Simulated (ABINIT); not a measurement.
# Ge (Cmmm) in ABINIT: a series of runs, part 3 of 3

ABINIT 10.8.3 (patched build).

## Step 5: Single point, LDA

run.abi reads:

```
# Pseudopotentials
pp_dirpath "./"
pseudos "Ge.upf"

# Structure
acell 3*1.0
rprim
     2.6402289653    -4.9142630227     0.0000000000
     2.6402289653     4.9142630227     0.0000000000
     0.0000000000     0.0000000000     5.0989176110
ntypat 1
znucl 32
natom 1
typat 1
xred
     0.5000000000     0.5000000000     0.0000000000
chkprim 0
chksymtnons 0
tolsym 1.0e-6

# Plane-wave basis
ecut 35.0

# k points
kptopt 1
ngkpt 8 8 8
nshiftk 1
shiftk 0.0 0.0 0.0

# Exchange and correlation
ixc 7

# Bands and occupations
nband 11
occopt 3
tsmear 0.05 eV

# SCF cycle
nstep 100
tolvrs 1.0e-10

# Output
iomode 3
prtwf 0
prtden 0
prteig 0
prtebands 0
enunit 1
```

Potentials or basis: PseudoDojo NC SR LDA v0.4.1 standard.

Launch:

```bash
$ mpirun --bind-to none -np 4 abinit run.abi > log 2>&1
```

run.abo:

```text
.Version 10.8.3 of ABINIT
 Symmetries : space group Cm m m (# 65); Bravais oC (1-face-center ortho.)
================================================================================
 Values of the parameters that define the memory need of the present run
     intxc =       0    ionmov =       0      iscf =       7    lmnmax =       6
     lnmax =       6     mgfft =      30  mpssoang =       3    mqgrid =    3001
     natom =       1  nloc_mem =       1    nspden =       1   nspinor =       1
    nsppol =       1      nsym =       8    n1xccc =    2501    ntypat =       1
    occopt =       3   xclevel =       1
       mpw =        1324          nfft =       27000          nkpt =         105
================================================================================
================================================================================

--------------------------------------------------------------------------------
------------- Echo of variables that govern the present computation ------------
--------------------------------------------------------------------------------
 -outvars: echo values of preprocessed input variables --------
            acell      1.0000000000E+00  1.0000000000E+00  1.0000000000E+00 Bohr
              amu      7.26100000E+01
          chkprim           0
      chksymtnons           0
             ecut      3.50000000E+01 Hartree
           enunit           1
                       outvar_i_n : Printing only first  50 k-points.
              ixc           7
                       outvar_i_n : Printing only first  50 k-points.
         kptrlatt        8    0    0      0    8    0      0    0    8
          kptrlen      4.07913409E+01
            natom           1
            nband          11
            ngfft          30      30      30
             nkpt         105
            nstep         100
             nsym           8
           ntypat           1
                       prtocc : prtvol=0, do not print more k-points.
           occopt           3
           prtden           0
        prtebands           0
           prteig           0
            prtwf           0
            rprim      2.6402289653E+00 -4.9142630227E+00  0.0000000000E+00
                       2.6402289653E+00  4.9142630227E+00  0.0000000000E+00
                       0.0000000000E+00  0.0000000000E+00  5.0989176110E+00
          spgroup          65
           tolsym      1.00000000E-06
           tolvrs      1.00000000E-10
           tsmear      1.83746611E-03 Hartree
            typat      1
                       outvars : Printing only first  50 k-points.
           xangst      1.3971489991E+00  0.0000000000E+00  0.0000000000E+00
[... 97 lines left out ...]

 ----iterations are completed or convergence reached----

 Mean square residual over all n,k,spin=   27.589E-08; max=  10.924E-05
 reduced coordinates (array xred) for    1 atoms
       0.500000000000      0.500000000000      0.000000000000
 rms dE/dt=  0.0000E+00; max dE/dt=  0.0000E+00; dE/dt below (all hartree)
    1       0.000000000000      0.000000000000      0.000000000000

 cartesian coordinates (angstrom) at end:
    1      1.39714899905493     0.00000000000000     0.00000000000000

 cartesian forces (hartree/bohr) at end:
    1     -0.00000000000000    -0.00000000000000    -0.00000000000000
 frms,max,avg= 0.0000000E+00 0.0000000E+00   0.000E+00  0.000E+00  0.000E+00 h/b

 cartesian forces (eV/Angstrom) at end:
    1     -0.00000000000000    -0.00000000000000    -0.00000000000000
 frms,max,avg= 0.0000000E+00 0.0000000E+00   0.000E+00  0.000E+00  0.000E+00 e/A
 length scales=  1.000000000000  1.000000000000  1.000000000000 bohr
              =  0.529177210544  0.529177210544  0.529177210544 angstroms
 Fermi (or HOMO) energy (eV) =   4.94116   Average Vxc (eV)= -11.47791
 Eigenvalues (   eV  ) for nkpt= 105  k points:
 kpt#   1, nband= 11, wtk=  0.00195, kpt=  0.0000  0.0000  0.0000 (reduced coord)
 -19.91635  -19.83037  -19.77976  -19.70087  -19.67727   -7.95291   11.52202   11.95406
  13.45364   15.13145   17.42124
 prteigrs : prtvol=0 or 1, do not print more k-points.

--- !EnergyTerms
iteration_state     : {dtset: 1, }
comment             : Components of total free energy in Hartree
kinetic             :  6.69058679862479E+01
hartree             :  2.31410629512666E+01
xc                  : -2.14442989050062E+01
Ewald energy        : -5.49864447031082E+01
psp_core            :  3.20549899874699E+00
local_psp           : -5.97360829150924E+01
non_local_psp       : -4.63110435957347E+01
internal            : -8.92254401826800E+01
'-kT*entropy'       : -8.07416814350038E-05
total_energy        : -8.92255209243615E+01
total_energy_eV     : -2.42795011287166E+03
band_energy         : -7.31482296099434E+00
...

 Cartesian components of stress tensor (hartree/bohr^3)
  sigma(1 1)=  2.03892457E-04  sigma(3 2)=  0.00000000E+00
  sigma(2 2)=  2.92790208E-04  sigma(3 1)=  0.00000000E+00
  sigma(3 3)=  3.44952367E-04  sigma(2 1)=  0.00000000E+00

-Cartesian components of stress tensor (GPa)         [Pressure= -8.2539E+00 GPa]
- sigma(1 1)=  5.99872320E+00  sigma(3 2)=  0.00000000E+00
- sigma(2 2)=  8.61418531E+00  sigma(3 1)=  0.00000000E+00
- sigma(3 3)=  1.01488490E+01  sigma(2 1)=  0.00000000E+00

== END DATASET(S) ==============================================================
================================================================================

 -outvars: echo values of variables after computation  --------
            acell      1.0000000000E+00  1.0000000000E+00  1.0000000000E+00 Bohr
           etotal     -8.9225520924E+01
            fcart     -0.0000000000E+00 -0.0000000000E+00 -0.0000000000E+00
            rprim      2.6402289653E+00 -4.9142630227E+00  0.0000000000E+00
                       2.6402289653E+00  4.9142630227E+00  0.0000000000E+00
                       0.0000000000E+00  0.0000000000E+00  5.0989176110E+00
           strten      2.0389245743E-04  2.9279020750E-04  3.4495236677E-04
                       0.0000000000E+00  0.0000000000E+00  0.0000000000E+00
           xangst      1.3971489991E+00  0.0000000000E+00  0.0000000000E+00
             xred      5.0000000000E-01  5.0000000000E-01  0.0000000000E+00
 Calculation completed.
```

Wall time 7.4 s (4 MPI ranks of Arm Neoverse V2, shared host); peak memory 0.24 GiB.

Results:

| Item | Value |
| --- | --- |
| Free energy | -2427.9501 eV |
| Band gap on the k mesh | none (metal or under the smearing width) |
| Valence electrons inside the program's atomic spheres | Ge 11.49 (radii [1.0584] Å) |

Caveat: the cutoff is too short for stress, so the log's stress isn't used.
